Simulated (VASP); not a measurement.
Set up this calculation in VASP 6.6.1, as the native input.

| Quantity | Value |
| --- | --- |
| Task | relaxation of cell and atoms |
| Functional | PBE |
| Dispersion | TS |
| Potentials or basis | VASP PAW PBE potentials, release 64 (Zn, S) |
| Cutoff | 600 eV |
| k mesh | 8 × 8 × 3 |
| Occupations | fermi-dirac, width 0.05 eV |
| Spin | no spin polarisation |
| Further INCAR settings | ALGO = Fast; EDIFF = 1e-06; IBRION = 2; EDIFFG = -0.01; NSW = 60; ISIF = 3 |

The structure of ZnS (Wurtzite-4H) lies in POSCAR:

```
ZnS
1.0
    3.8227000000      0.0000000000      0.0000000000
   -1.9113500000      3.3105553110      0.0000000000
    0.0000000000      0.0000000000     12.5200000000
Zn S
4 4
Direct
    0.6666666667      0.3333333333      0.7500000000
    0.3333333333      0.6666666667      0.2500000000
    0.0000000000      0.0000000000      0.5000000000
    0.0000000000      0.0000000000      0.0000000000
    0.6666666667      0.3333333333      0.9375000000
    0.3333333333      0.6666666667      0.4375000000
    0.0000000000      0.0000000000      0.6875000000
    0.0000000000      0.0000000000      0.1875000000
```

These files were run (other wordings do the same):

INCAR

```
ALGO     = Fast           # electronic algorithm
EDIFF    = 1E-6           # SCF threshold, eV
EDIFFG   = -0.01          # ionic threshold
ENCUT    = 600            # plane-wave cutoff, eV
GGA      = PE             # functional
IBRION   = 2              # ionic algorithm
ISIF     = 3              # what is computed and relaxed
ISMEAR   = -1             # smearing method
IVDW     = 2              # dispersion correction
LASPH    = T              # aspherical terms in the spheres
LCHARG   = F              # write CHGCAR
LREAL    = F              # projectors in reciprocal space
LWAVE    = F              # write WAVECAR
NELM     = 80             # most SCF steps
NSW      = 60             # ionic steps
PREC     = Accurate       # precision mode
SIGMA    = 0.05           # smearing width, eV
```

KPOINTS

```
k-points
0
Gamma
  8 8 3
```

Potentials or basis: VASP PAW PBE potentials, release 64 (Zn, S).

The run is started by

```bash
$ cat potpaw_PBE.64/Zn/POTCAR potpaw_PBE.64/S/POTCAR > POTCAR
$ mpirun -np 1 vasp_std > vasp.out
```

Results of the run:

```
Relaxed volume                         : 19.96 Å³/atom
Relaxed cell                           : a = 3.829 Å, b = 3.829 Å, c = 12.575 Å, α = 90.00°, β = 90.00°, γ = 120.00°
Space group after relaxing (to 0.05 Å) : P6_3mc (No. 186)
Energy gained by relaxing              : 0.5 meV/atom
Ionic steps                            : 9
Pressure after relaxing                : 0.0 GPa
Largest force after relaxing           : 0.008 eV/Å
Band gap on the k mesh                 : 2.09 eV, direct
Hirshfeld charges                      : Zn +0.23; S -0.23 e
Dispersion energy per atom             : -0.242 eV
```

Caveat: an odd mesh through Γ misses points on the zone boundary, where band edges often lie.

Run time: 6.4 min on 1 thread of Intel(R) Xeon(R) 6975P-C (Granite Rapids) (shared host), peak memory 0.4 GiB.
